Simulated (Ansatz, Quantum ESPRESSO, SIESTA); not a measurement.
**Sc: 3 runs at one level of theory**

```
Sc
1.0
     3.30900    0.00000    0.00000
    -1.65450    2.86568    0.00000
     0.00000    0.00000    5.27330
Sc
2
Direct
  0.66667 0.33333 0.75000
  0.33333 0.66667 0.25000
```

Alike in all runs: task band structure; functional LDA; k mesh 9 × 9 × 5; occupations fermi-dirac, width 0.05 eV; no spin polarisation; no spin-orbit coupling. LDA stands for any of its common fits. Pressure is positive in compression and, in plane waves, holds the error of the finite cutoff.

```
                                                                                   program and potentials  plane-wave cutoff (eV)         notes  pressure (GPa)
SIESTA, files PseudoDojo sr-lda-0.4.1-standard, DZP (energy shift 0.003 Ry; two zetas on semicore shells)                       -  atomic basis           -5.37
                                                           Ansatz, all-electron LAPW, scalar-relativistic                       -             -           -5.29
                                                       Quantum ESPRESSO, PseudoDojo 0.4.1 SR LDA standard                    1061             -           -5.30
```

The pressure spans -5.37 (SIESTA, files PseudoDojo sr-lda-0.4.1-standard, DZP (energy shift 0.003 Ry; two zetas on semicore shells)) to -5.29 GPa (Ansatz, all-electron LAPW, scalar-relativistic), with all-electron results at -5.29. Rows in atomic bases carry the error of their basis and grid, which can be large.

Differences between rows come from potentials, basis sets and numerical settings, since the functional is the same but for its coding. Runs on potential files found faulty are left out.
